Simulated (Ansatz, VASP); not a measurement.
**Two plane-wave programs on MgTe**

INCAR

```
ALGO = Normal ; EDIFF = 1E-6
ENCUT = 520 ; GGA = PE
ISIF = 2 ; ISMEAR = 0
LASPH = True ; LCHARG = False
LREAL = False ; LWAVE = False
NBANDS = 16 ; NELM = 100
PREC = Accurate ; SIGMA = 0.1
```

KPOINTS

```
k-points
0
Gamma
  6 6 4
```

Contents of POSCAR:

```
MgTe
1.0
    4.5902025400      0.0000000000      0.0000000000
   -2.2951012700      3.9752320100      0.0000000000
    0.0000000000      0.0000000000      7.4378057100
Mg Te
2 2
Direct
    0.3333333300      0.6666666700      0.9959911700
    0.6666666700      0.3333333300      0.4959911700
    0.3333333300      0.6666666700      0.3740088300
    0.6666666700      0.3333333300      0.8740088300
```

Input for Ansatz:

```yaml
crystal:
  lattice:
    - [4.59020254, 0.0, 0.0]
    - [-2.29510127, 3.97523201, 0.0]
    - [0.0, 0.0, 7.43780571]
  atoms:
    - { symbol: Mg, position: [0.33333333, 0.66666667, 0.99599117] }
    - { symbol: Mg, position: [0.66666667, 0.33333333, 0.49599117] }
    - { symbol: Te, position: [0.33333333, 0.66666667, 0.37400883] }
    - { symbol: Te, position: [0.66666667, 0.33333333, 0.87400883] }
basis:
  ecutwfc: 420
kpoints:
  mp_grid: { grid: [6, 6, 4] }
hamiltonian:
  xc: pbe
  pseudopotentials: { kind: paw, azcp: { folder: soft_1 } }
scf:
  occupations: { method: gaussian, width: 0.1 }
output:
  forces: true
  stress: true
  eigenvalues: true
```

The cell is a database's computed one.

Alike in both runs: task single point; functional PBE; k mesh 6 × 6 × 4; occupations gaussian, width 0.1 eV; no spin polarisation.

|  | VASP | Ansatz |
| --- | --- | --- |
| version | VASP 6.6.1 | Ansatz 0.2.0 |
| potentials or method | VASP PAW PBE potentials, release 64 (Mg, Te) | scalar-relativistic, plane waves, PAW |
| plane-wave cutoff (eV) | 520 | 420 |
| valence electrons in the cell | 16 | 52 |

|  | VASP | Ansatz | Ansatz less VASP |
| --- | --- | --- | --- |
| gap on the k mesh at the Fermi level (eV) | 2.41 | 2.42 | +0.008 |
| least direct gap on the mesh (eV) | 2.41 | 2.42 | +0.008 |
| pressure (GPa) | 0.6 | 0.6 | +0.01 |
| rms of the force components (eV/Å) | 0.012 | 0.012 | -0.0004 |

Atom by atom the forces differ by 0.000 eV/Å (rms over components). The functional is the same, so the differences come from potentials, cutoffs and numerics. The two sets of potentials don't hold the same shells in valence.

Caveats: spin-orbit coupling is left out, which moves the levels of the heavy elements. PBE gaps usually lie below the measured ones, often by a third to a half.
